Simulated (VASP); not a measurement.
# C (Fd-3m) in VASP: relaxation of cell and atoms with PBE

Aim: the relaxation of cell and atoms of C with PBE.

Everything below comes from runs of VASP 6.6.1. Logs are shortened: lines on timing, memory, paths and dates and some standing lists are left out, and cuts for length are marked.

## Step 1: The structure

Symmetry: Fd-3m, No. 227, cubic system. The conventional cell has a = 3.572 Å, b = 3.572 Å, c = 3.572 Å, α = 90.00°, β = 90.00°, γ = 90.00°. Around C (site symmetry -43m) lie 4 C at 1.55 Å.

The cell was built by a generator and needn't be a form met in nature.

## Step 2: Relaxation of cell and atoms, PBE

File INCAR:

```
  ALGO = Fast
  EDIFF = 1E-6
  EDIFFG = -0.02
  ENCUT = 600
  GGA = PE
  IBRION = 2
  ISIF = 3
  ISMEAR = 0
  LASPH = T
  LCHARG = F
  LREAL = F
  LWAVE = F
  NELM = 80
  NSW = 40
  PREC = Accurate
  SIGMA = 0.05
```

File KPOINTS:

```
k-points
0
Gamma
  9 9 9
```

File POSCAR:

```
C
1.0
    0.0000000000      1.7860000000      1.7860000000
    1.7860000000      0.0000000000      1.7860000000
    1.7860000000      1.7860000000      0.0000000000
C
2
Direct
    0.0000000000      0.0000000000      0.0000000000
    0.2500000000      0.2500000000      0.2500000000
```

Potentials or basis: VASP PAW PBE potentials, release 64 (C).

Launch:

```bash
> cat potpaw_PBE.64/C/POTCAR > POTCAR
> mpirun -np 1 vasp_std > vasp.out
```

OUTCAR:

```text
EDIFF = 1E-6
   EDIFFG = -0.02
   ENCUT = 600
   GGA = PE
   IBRION = 2
   ISIF = 3
   ISMEAR = 0
   LASPH = T
   LREAL = F
   NELM = 80
   NSW = 40
   PREC = Accurate

 ion  position               nearest neighbor table
   1  0.000  0.000  0.000-   2 1.55   2 1.55   2 1.55   2 1.55
   2  0.250  0.250  0.250-   1 1.55   1 1.55   1 1.55   1 1.55

  LATTYP: Found a face centered cubic cell.
 ALAT       =     3.5720000000

  Lattice vectors:

 A1 = (   0.0000000000,   1.7860000000,   1.7860000000)
 A2 = (   1.7860000000,   0.0000000000,   1.7860000000)
 A3 = (   1.7860000000,   1.7860000000,   0.0000000000)

Analysis of symmetry for initial positions (statically):
=====================================================================
 Subroutine PRICEL returns:
 Original cell was already a primitive cell.

 Routine SETGRP: Setting up the symmetry group for a
 face centered cubic supercell.

 Subroutine GETGRP returns: Found 48 space group operations
 (whereof 24 operations were pure point group operations)
 out of a pool of 48 trial point group operations.

The static configuration has the point symmetry T_d .
 The point group associated with its full space group is O_h .

Analysis of symmetry for dynamics (positions and initial velocities):
=====================================================================
 Subroutine PRICEL returns:
 Original cell was already a primitive cell.

 Routine SETGRP: Setting up the symmetry group for a
 face centered cubic supercell.

 Subroutine GETGRP returns: Found 48 space group operations
 (whereof 24 operations were pure point group operations)
 out of a pool of 48 trial point group operations.

The dynamic configuration has the point symmetry T_d .
 The point group associated with its full space group is O_h .

 Subroutine INISYM returns: Found 48 space group operations
 (whereof 24 operations are pure point group operations),
 and found     1 'primitive' translations

----------------------------------------------------------------------------------------

                                     Primitive cell

  volume of cell :      11.3940

  direct lattice vectors                    reciprocal lattice vectors
     0.000000000  1.786000000  1.786000000    -0.279955207  0.279955207  0.279955207
     1.786000000  0.000000000  1.786000000     0.279955207 -0.279955207  0.279955207
     1.786000000  1.786000000  0.000000000     0.279955207  0.279955207 -0.279955207

  length of vectors
     2.525785422  2.525785422  2.525785422     0.484896643  0.484896643  0.484896643

  position of ions in fractional coordinates (direct lattice)
     0.000000000  0.000000000  0.000000000
     0.250000000  0.250000000  0.250000000

  ion indices of the primitive-cell ions
   primitive index   ion index
                 1           1
                 2           2

----------------------------------------------------------------------------------------

 KPOINTS: k-points

Automatic generation of k-mesh.
 Grid dimensions read from file:
 generate k-points for:    9    9    9

 Generating k-lattice:

  Cartesian coordinates                     Fractional coordinates (reciprocal lattice)
    -0.031106134  0.031106134  0.031106134     0.111111111  0.000000000  0.000000000
     0.031106134 -0.031106134  0.031106134     0.000000000  0.111111111  0.000000000
     0.031106134  0.031106134 -0.031106134     0.000000000  0.000000000  0.111111111

  Length of vectors
     0.053877405  0.053877405  0.053877405

  Shift w.r.t. Gamma in fractional coordinates (k-lattice)
     0.000000000  0.000000000  0.000000000

 Subroutine IBZKPT returns following result:
 ===========================================

 Found     35 irreducible k-points:

 Following reciprocal coordinates:
            Coordinates               Weight
  0.000000  0.000000  0.000000      1.000000
  0.111111  0.000000  0.000000      8.000000
  0.222222  0.000000  0.000000      8.000000
  0.333333  0.000000  0.000000      8.000000
  0.444444  0.000000  0.000000      8.000000
  0.111111  0.111111  0.000000      6.000000
[... 16 lines left out ...]
 -0.333333  0.333333  0.000000     12.000000
  0.444444  0.444444  0.000000      6.000000
 [... further k-points ...]
   k-points           NKPTS =     35   k-points in BZ     NKDIM =     35   number of bands    NBANDS=      8
   number of dos      NEDOS =    301   number of ions     NIONS =      2
   total plane-waves  NPLWV =   8000
   dimension x,y,z NGX =    20 NGY =   20 NGZ =   20
   dimension x,y,z NGXF=    40 NGYF=   40 NGZF=   40
   ions per type =               2
   NGX,Y,Z   is equivalent  to a cutoff of  13.16, 13.16, 13.16 a.u.
   NGXF,Y,Z  is equivalent  to a cutoff of  26.33, 26.33, 26.33 a.u.
 SYSTEM =  unknown system
   PREC   = accura    normal or accurate (medium, high low for compatibility)
   ISTART =      0    job   : 0-new  1-cont  2-samecut
   ICHARG =      2    charge: 1-file 2-atom 10-const
   ISPIN  =      1    spin polarized calculation?
   LNONCOLLINEAR =      F non collinear calculations
   LSORBIT =      F    spin-orbit coupling
   LASPH  =      T    aspherical Exc in radial PAW
   ENCUT  =  600.0 eV  44.10 Ry    6.64 a.u.   5.04  5.04  5.04*2*pi/ulx,y,z
   NELM   =     80;   NELMIN=  2; NELMDL= -5     # of ELM steps
   EDIFF  = 0.1E-05   stopping-criterion for ELM
   LREAL  =      F    real-space projection
   EDIFFG = -.2E-01   stopping-criterion for IOM
   NSW    =     40    number of steps for IOM
   IBRION =      2    ionic relax: 0-MD 1-quasi-New 2-CG
   NFREE  =      1    steps in history (QN), initial steepest desc. (CG)
   ISIF   =      3    stress and relaxation
   ISYM   =      2    0-nonsym 1-usesym 2-fastsym
   POTIM  = 0.5000    time-step for ionic-motion
   TEBEG  =    0.0;   TEEND  =   0.0 temperature during run
   PSTRESS=    0.0 pullay stress
   NELECT =       8.0000    total number of electrons
   NUPDOWN=      -1.0000    fix difference up-down
   EMIN   =  10.00;   EMAX   =-10.00  energy-range for DOS
   EFERMI =   0.00;   METHOD = LEGACY
   ISMEAR =     0;   SIGMA  =   0.05  broadening in eV -4-tet -1-fermi 0-gaus
   EFERMI_NEDOS =   21; number of points for ismear=-14 and -15
   IALGO  =     68    algorithm
   IMIX   =      4    mixing-type and parameters
     AMIX     =   0.40;   BMIX     =  1.00
     AMIX_MAG =   1.60;   BMIX_MAG =  1.00
  volume/ion in A,a.u.               =       5.70        38.45
  Fermi-wavevector in a.u.,A,eV,Ry     =   1.455057  2.749659 28.806135  2.117191
  Thomas-Fermi vector in A             =   2.572136
   LORBIT       =      0    0 simple, 1 ext, 2 COOP (PROOUT), +10 PAW based schemes
   GGA     = PE    functional components
   LHFCALC =     F    Hartree Fock is set to
   AEXX    =    0.0000 exact exchange contribution
   IVDW    =     0    specifies the selected vdW correction
   LEPSILON=     F    determine dielectric tensor
   LRPA    =     F    only Hartree local field effects (RPA)
 conjugate gradient relaxation of ions
 non-spin polarized calculation
 RMM-DIIS sequential band-by-band and
 Gauss-broadening in eV      SIGMA  =   0.05
  energy-cutoff  :      600.00
  volume of cell :       11.39
 maximum number of plane-waves:       387
   NGX =  9   NGY =  9   NGZ =  9

 number of electron       7.9999999 magnetization

 Free energy of the ion-electron system (eV)
  ---------------------------------------------------
  ext. energy  EPLUGINS =         0.00000000
  ---------------------------------------------------
  free energy    TOTEN  =       -18.19029831 eV

  energy without entropy =      -18.19029831  energy(sigma->0) =      -18.19029831

 E-fermi :   9.9626     XC(G=0): -13.2284

 val. band max:        9.6655150434   @ k =   0.0000   0.0000   0.0000
 cond. band min:      13.8084801792   @ k =   0.3333   0.3333   0.0000
 fundamental gap:      4.1429651358
 Fermi energy:         9.9625659880

 k-point     1 :       0.0000    0.0000    0.0000
  band No.  band energies     occupation
      1     -11.7520      2.00000
      2       9.6655      2.00000
      3       9.6655      2.00000
      4       9.6655      2.00000
      5      15.2434      0.00000
      6      15.2434      0.00000
      7      15.2434      0.00000
      8      22.8956      0.00000

 k-point     2 :       0.1111    0.0000    0.0000
  band No.  band energies     occupation
      1     -11.4117      2.00000
      2       7.6763      2.00000
      3       9.1324      2.00000
      4       9.1324      2.00000
      5      15.9440      0.00000
      6      15.9440      0.00000
      7      16.3318      0.00000
      8      23.1927      0.00000

 k-point     3 :       0.2222    0.0000    0.0000
  band No.  band energies     occupation
      1     -10.3982      2.00000
      2       4.0428      2.00000
      3       8.1561      2.00000
      4       8.1561      2.00000
      5      17.1815      0.00000
      6      17.1815      0.00000
      7      17.5652      0.00000
      8      23.9930      0.00000

 k-point     4 :       0.3333    0.0000    0.0000
  band No.  band energies     occupation
      1      -8.7462      2.00000
      2       0.3251      2.00000
      3       7.3559      2.00000
      4       7.3559      2.00000
      5      17.9211      0.00000
      6      17.9211      0.00000
      7      18.1833      0.00000
      8      24.8589      0.00000

 k-point     5 :       0.4444    0.0000    0.0000
  band No.  band energies     occupation
      1      -6.6453      2.00000
      2      -2.8765      2.00000
      3       6.9306      2.00000
      4       6.9306      2.00000
      5      18.0969      0.00000
      6      18.0969      0.00000
      7      18.4253      0.00000
      8      25.2789      0.00000
[... 177 lines left out ...]
 k-point    22 :      -0.4444    0.3333    0.0000
  band No.  band energies     occupation
      1      -4.1768      2.00000
      2      -1.4715      2.00000
      3       1.1532      2.00000
      4       4.2354      2.00000
      5      15.2169      0.00000
      6      19.5537      0.00000
      7      24.0599      0.00000
      8      24.8530      0.00000

 k-point    23 :      -0.3333    0.3333    0.0000
  band No.  band energies     occupation
      1      -4.3574      2.00000
      2      -1.2442      2.00000
      3       0.3298      2.00000
      4       5.0000      2.00000
      5      16.0015      0.00000
      6      22.5373      0.00000
      7      23.1538      0.00000
      8      24.5886      0.00000

 k-point    24 :       0.4444    0.4444    0.0000
  band No.  band energies     occupation
      1      -4.7803      2.00000
      2      -1.2486      2.00000
      3       3.5045      2.00000
      4       3.5045      2.00000
      5      13.9945      0.00000
      6      15.1007      0.00000
      7      26.0353      0.00000
      8      26.0353      0.00000

 [... further k-points ...]

------------------------ aborting loop because EDIFF is reached ----------------------------------------

  FORCE on cell =-STRESS in cart. coord.  units (eV):
  Direction    XX          YY          ZZ          XY          YZ          ZX
  --------------------------------------------------------------------------------------
  -------------------------------------------------------------------------------------
  Total       -0.0131830     -0.0131830     -0.0131830     -0.0000000     -0.0000000     -0.0000000
  in kB       -1.8537520     -1.8537520     -1.8537520     -0.0000000     -0.0000000     -0.0000000
  external PRESSURE =      -1.8537520 kB  Pullay stress =       0.0000000 kB

 VOLUME and BASIS-vectors are now :
 -----------------------------------------------------------------------------
  energy-cutoff  :      600.00
  volume of cell :       11.39
      direct lattice vectors                 reciprocal lattice vectors
     0.000000000  1.786000000  1.786000000    -0.279955207  0.279955207  0.279955207
     1.786000000  0.000000000  1.786000000     0.279955207 -0.279955207  0.279955207
     1.786000000  1.786000000  0.000000000     0.279955207  0.279955207 -0.279955207

 POSITION                                       TOTAL-FORCE (eV/Angst)
 -----------------------------------------------------------------------------------
      0.00000      0.00000      0.00000        -0.000000     -0.000000     -0.000000
      0.89300      0.89300      0.89300         0.000000      0.000000      0.000000
 -----------------------------------------------------------------------------------
    total drift:                                0.000000      0.000000      0.000000

  FREE ENERGIE OF THE ION-ELECTRON SYSTEM (eV)
  ---------------------------------------------------
  free  energy   TOTEN  =       -18.1902983065 eV

  energy  without entropy=      -18.1902983065  energy(sigma->0) =      -18.19029831

 reached required accuracy - stopping structural energy minimisation
```

It took 2.1 s on 1 thread of Intel Xeon 6975P-C (Granite Rapids), shared host; peak memory 0.11 GiB.

Results:

| Item | Value |
| --- | --- |
| Free energy | -18.1903 eV |
| Pressure after relaxing | -0.2 GPa |
| Band gap on the k mesh | 4.14 eV, indirect (least direct gap 5.58 eV) |

Final structure:
```
C
1.0
     0.00000    1.78600    1.78600
     1.78600    0.00000    1.78600
     1.78600    1.78600    0.00000
C
2
Cartesian
  0.0000 0.0000 0.0000
  0.8930 0.8930 0.8930
```

Caveat: the relaxation stopped at its first step, so nothing moved; an odd mesh through Γ misses points on the zone boundary, where band edges often lie.
